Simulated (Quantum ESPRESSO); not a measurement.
The system is ZnO.

```xyz
2
Lattice="2.6882 0.0000 0.0000 0.0000 2.6882 0.0000 0.0000 0.0000 2.6882" Properties=species:S:1:pos:R:3 pbc="T T T"
Zn    0.0000    0.0000    0.0000
O     1.3441    1.3441    1.3441
```

The cell was built by a generator and needn't be a form met in nature.

```yaml
Program: Quantum ESPRESSO 7.5
Task: phonons
Functional: PBE
Potentials_or_basis: Ansatz NC SR PBE
Cutoff: 1238 eV
Density_cutoff: 4952 eV
k_mesh: 10 × 10 × 10, shifted
Occupations: fermi-dirac, width 0.05 eV
Spin: no spin polarisation
Mixing_beta: 0.5
Most_SCF_iterations: 120
SCF_threshold: 4e-10 Ry
```

Question: What is the highest optical frequency at the zone centre?

Answer: 139i cm⁻¹, a mode of symmetry T1u (IR).

Optical modes at Γ, degenerate ones joined:
```csv
cm⁻¹,components,symmetry,active in
139i,3,T1u,IR
```

Caveat: the mesh is thin for the phonons of a metal; some modes are imaginary.
